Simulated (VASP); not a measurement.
Set up this calculation in VASP 6.6.1, as an ASE script.

| Item | Value |
| --- | --- |
| Task | density of states |
| Functional | BLYP |
| Potentials or basis | VASP PAW PBE potentials, release 64 (Sb, Ga_h) |
| Cutoff | 900 eV |
| k mesh | 8 × 8 × 8 |
| Occupations | fermi-dirac, width 0.1 eV |
| Spin | no spin polarisation |
| Further INCAR settings | ALGO = Normal; EDIFF = 1.00e-07; NBANDS = 16 |

The structure of GaSb lies in POSCAR:

```
GaSb
1.0
    0.0000000000      3.1384898525      3.1384898525
    3.1384898525      0.0000000000      3.1384898525
    3.1384898525      3.1384898525      0.0000000000
Sb Ga
1 1
Direct
    0.7500000000      0.7500000000      0.7500000000
    0.0000000000      0.0000000000      0.0000000000
```

The cell isn't the ideal one: volume scaled by 1.08.

These files were run (other wordings do the same):

run.py

```python
from ase.calculators.vasp import Vasp
from ase.dft.dos import DOS
from ase.io import read

atoms = read('POSCAR')
calc = Vasp(
    directory='calc',
    xc='blyp',
    pp='PBE',
    setups={'base': 'minimal', 'Ga': '_h'},
    prec='Accurate',
    encut=900,
    ediff=1e-07,
    ismear=-1,
    sigma=0.1,
    lreal=False,
    lasph=True,
    nelm=80,
    algo='Normal',
    isif=2,
    lwave=False,
    lcharg=False,
    lorbit=11,
    kpts=[8, 8, 8],
    gamma=True,
    nbands=16,
)
atoms.calc = calc

print('energy (eV):', atoms.get_potential_energy())
print('free energy (eV):', atoms.get_potential_energy(force_consistent=True))
print('forces (eV/A):')
print(atoms.get_forces())
print('stress (eV/A^3, Voigt):', atoms.get_stress())
print('Fermi level (eV):', calc.get_fermi_level())
dos = DOS(calc, width=0.1, window=(-10, 10), npts=201)
print('E - E_F (eV), DOS (1/eV)')
for e, g in zip(dos.get_energies(), dos.get_dos()):
    print(f'{e:8.3f} {g:10.4f}')
```

Potentials or basis: VASP PAW PBE potentials, release 64 (Sb, Ga_h).

The run is started by

```console
$ python run.py
```

It gave:

```json
{
  "Pressure": "1.6 GPa",
  "Band gap on the k mesh": "none (metal or under the smearing width)",
  "Valence electrons inside the program's atomic spheres": "Sb 2.49; Ga 10.63"
}
```

Caveat: the PAW data sets were made with another functional, which shifts forces and pressure a little.

It took 2.1 min on 1 thread of Intel(R) Xeon(R) Platinum 8559C (Emerald Rapids), on a shared host, peak memory 0.33 GiB.
